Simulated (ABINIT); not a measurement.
## Pd in ABINIT: convergence with cutoff

The system is Pd.

```
Pd
1.0
     2.78367    0.00000    0.00000
    -1.39183    2.41072    0.00000
     0.00000    0.00000    4.62889
Pd
2
Cartesian
  0.0000 1.6071 1.1572
  1.3918 0.8036 3.4717
```

This isn't the form of Pd at room conditions, which is fcc.

```yaml
Program: ABINIT 10.8.3 (patched build)
Task: single point
Functional: PBEsol
Potentials_or_basis: JTH PAW PBE v2.0
Cutoff: 245 eV
k_mesh: 11 × 11 × 6
Occupations: gaussian, width 0.05 eV
Spin: no spin polarisation
```

These are the settings of the first run; the series varies cutoff, with any setting tied to it.

Hardware: 1 thread of Arm Neoverse V2, on a shared host.

Problem. The values tried are 9 Ha, 11 Ha, 13 Ha, 15.5 Ha, 18.5 Ha, 22 Ha, 25.5 Ha, 29.5 Ha, 35 Ha, loosest first. From which on does the energy stay within 1 meV/atom of the tightest run that finished?

Solution. From 29.5 Ha on.

| cutoff | energy less the tightest run, at zero smearing (meV/atom) | SCF cycles | CPU time (s) | peak memory (GiB) |
| --- | --- | --- | --- | --- |
| 9 Ha | 1112.80 | 19 | 24 | 0.13 |
| 11 Ha | 297.98 | 17 | 26 | 0.14 |
| 13 Ha | 140.63 | 26 | 46 | 0.14 |
| 15.5 Ha | 75.48 | 26 | 54 | 0.15 |
| 18.5 Ha | 22.35 | 21 | 63 | 0.16 |
| 22 Ha | 8.39 | 21 | 74 | 0.17 |
| 25.5 Ha | 5.49 | 25 | 95 | 0.18 |
| 29.5 Ha | 0.98 | 22 | 110 | 0.19 |
| 35 Ha | 0.00 | 27 | 170 | 0.21 |

The tightest run that finished is the yardstick and may itself not be fully converged.
